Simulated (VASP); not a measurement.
Write the native input for VASP 6.6.1 that does the following.

| Item | Value |
| --- | --- |
| Task | Born charges and dielectric tensor |
| Functional | LDA |
| Potentials or basis | VASP PAW LDA potentials, release 64 (Cd, Se) |
| Cutoff | 600 eV |
| k mesh | 9 × 9 × 6 |
| Occupations | gaussian, width 0.02 eV |
| Spin | no spin polarisation |
| Further INCAR settings | ALGO = Normal; EDIFF = 1e-08; IBRION = 8; NSW = 1 |

The structure of CdSe lies in POSCAR:

```
CdSe
1.0
    4.2589500000      0.0000000000      0.0000000000
   -2.1294800000      3.6883600000      0.0000000000
    0.0000000000      0.0000000000      6.9561800000
Cd Se
2 2
Direct
    0.6666700000      0.3333300000      0.5001800000
    0.3333300000      0.6666700000      0.0001800000
    0.6666700000      0.3333300000      0.8756800000
    0.3333300000      0.6666700000      0.3756800000
```

The cell is a database's computed one.

One way to write it, as run:

INCAR

```
PREC = Accurate
ENCUT = 600
EDIFF = 1E-8
ISMEAR = 0
SIGMA = 0.02
LREAL = False
LASPH = True
NELM = 100
ALGO = Normal
ISIF = 2
LWAVE = False
LCHARG = False
LEPSILON = True
IBRION = 8
NSW = 1
```

KPOINTS

```
Automatic mesh
0
Gamma
  9 9 6
```

Potentials or basis: VASP PAW LDA potentials, release 64 (Cd, Se).

Launch:

```sh
$ cat potpaw_LDA.64/Cd/POTCAR potpaw_LDA.64/Se/POTCAR > POTCAR
$ mpirun -np 1 vasp_std > vasp.out
```

Results of the run:

```yaml
Band_gap_on_the_k_mesh: 0.48 eV, direct
Electronic_dielectric_tensor_diagonal: 11.91, 11.91, 10.90
Born_charges_mean_of_the_diagonal: Cd +2.22; Se -2.22 e
Highest_phonon_frequency_at_Γ_LO-TO_splitting_left_out: 192 cm⁻¹
```

Caveat: the gap is small at this level, which inflates the dielectric constant.

It took 45 min on 1 thread of Intel(R) Xeon(R) 6975P-C (Granite Rapids), on a shared host, peak memory 1.6 GiB.
